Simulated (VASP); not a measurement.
# SnO2 (Cassiterite): single point with PBEsol

SnO2 (Cassiterite):

```
CELL_PARAMETERS angstrom
4.76899 0.00000 0.00000
0.00000 4.76899 0.00000
0.00000 0.00000 3.21206
ATOMIC_POSITIONS crystal
Sn 0.00000 0.00000 0.00000
Sn 0.50000 0.50000 0.50000
O 0.30628 0.30628 0.00000
O 0.19372 0.80628 0.50000
O 0.69372 0.69372 0.00000
O 0.80628 0.19372 0.50000
```

* Program: VASP 6.6.1
* Task: single point
* Functional: PBEsol
* Potentials or basis: VASP PAW PBE potentials, release 64 (Sn_d, O)
* Cutoff: 520 eV
* k mesh: 6 × 6 × 8
* Occupations: gaussian, width 0.02 eV
* Spin: no spin polarisation

```
Pressure               : 0.7 GPa
Largest force          : 0.015 eV/Å
Band gap on the k mesh : 0.91 eV, direct
```

Forces in eV/Å, atoms in the order of the input:
```
Sn   0.000  0.000  0.000
Sn   0.000  0.000  0.000
O   -0.011 -0.011  0.000
O    0.011 -0.011  0.000
O    0.011  0.011  0.000
O   -0.011  0.011  0.000
```

Stress tensor (GPa, compression positive):
```
0.58 0.00 0.00
0.00 0.58 0.00
0.00 0.00 0.89
```

Levels at points of the mesh, in eV from the valence-band top:
| k point | band 23 | band 24 | band 25 | band 26 | band 27 | band 28 | band 29 | band 30 |
| --- | --- | --- | --- | --- | --- | --- | --- | --- |
| (0.00, 0.00, 0.00) | -1.27 | -0.78 | -0.78 | 0.00 | 0.91 | 5.85 | 6.03 | 6.03 |
| (0.50, 0.00, 0.00) | -1.22 | -1.22 | -0.63 | -0.63 | 4.13 | 4.13 | 6.80 | 6.80 |
| (0.50, 0.50, 0.00) | -1.35 | -1.35 | -0.89 | -0.89 | 4.53 | 4.53 | 7.23 | 7.23 |
| (0.00, 0.00, 0.50) | -1.64 | -1.64 | -1.25 | -1.25 | 5.87 | 5.87 | 9.43 | 9.43 |
| (0.50, 0.00, 0.50) | -1.09 | -1.09 | -0.73 | -0.73 | 6.15 | 6.15 | 7.73 | 7.73 |
| (0.50, 0.50, 0.50) | -0.96 | -0.96 | -0.82 | -0.82 | 4.55 | 4.55 | 8.61 | 8.61 |

Run time: 82 s on 1 thread of Intel(R) Xeon(R) Platinum 8488C (Sapphire Rapids) (shared host), peak memory 0.24 GiB.

Caveat: the PAW data sets were made with another functional, which shifts forces and pressure a little; spin-orbit coupling is left out, which moves the levels of the heavy elements. PBEsol gaps usually lie below the measured ones, often by a third to a half.
